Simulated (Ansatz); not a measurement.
**Al2O3: ε∞ with and without local fields**

Plane-wave DFT in Ansatz with scalar-relativistic PAW potentials. The crystal relaxes under PBE to R-3c with a = 4.809 Å, c = 13.123 Å, 8.76 Å³/atom. No spin polarisation.

A sum over independent transitions (PBE, gap on the mesh 5.85 eV) gives a mean ε∞ of 3.35.

**Question.** What does self-consistent linear response to a field give, and why do the two differ?

**Answer.** 3.27, which is 2.2 % lower. The response calculation lets the induced density act back: the Hartree local fields oppose the polarisation and lower ε∞, more so where the density is uneven, while the exchange-correlation kernel raises it again by part of that. The net effect here is a decrease, as usual.

The small dielectric constant reflects the strongly ionic bonding of corundum. The filled valence states are mainly O 2p, and the empty states lie far above them, so a static field mixes the two only weakly. Most of the electronic polarisability therefore sits on the oxygen ions, whose dense packing probably helps to keep the net local-field correction modest. That correction is a balance of opposing terms, so its small size doesn't show that the Hartree part alone is small.

Even the response value of 3.27 lies somewhat above what the measured refractive index of sapphire implies. The PBE gap of 5.85 eV is also well below the experimental one, and the two errors are probably linked: transition energies that are too low make the electrons too easy to polarise. Local fields thus move the result in the right direction but don't cure the underlying error in the band energies. Because only the mean is given, nothing follows about the weak birefringence of this uniaxial crystal.
